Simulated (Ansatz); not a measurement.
Runs of Ansatz 0.2.0 on Ta. Symmetry: Im-3m, No. 229, cubic system. The conventional cell has a = 3.303 Å, b = 3.303 Å, c = 3.303 Å, α = 90.00°, β = 90.00°, γ = 90.00°. Ta (site symmetry m-3m) is surrounded by 8 Ta at 2.86 Å. 

```tsv
task	level	cell	cutoff (eV)	smearing	gap on the mesh (eV)	pressure (GPa)	relaxed volume (Å³/atom)
relaxation of cell and atoms	PBE	relaxed	-	fermi-dirac 0.05 eV	-	0.0	18.24
single point	PBE	as given	262	gaussian 0.014 eV	none	2.1	-
relaxation of cell and atoms	BLYP+D4	relaxed	-	fermi-dirac 0.05 eV	-	0.0	(a)
single point	PBE	as given	262	gaussian 0.015 eV	none	2.1	-
relaxation of cell and atoms	BLYP	relaxed	-	fermi-dirac 0.05 eV	-	0.0	18.82
```

Alike in all rows: potentials or basis all-electron LAPW, scalar-relativistic; no spin polarisation; k mesh 11 × 11 × 11; basis error allowed 0.001 eV/atom.

Q: Fill in the values left out.

A: (a) 18.32.

A k mesh can miss the band edges, and the runs leave out spin-orbit coupling on Ta.

A gap of «none» marks a metal or a gap under the smearing width.

Not every run made on this cell is shown here.
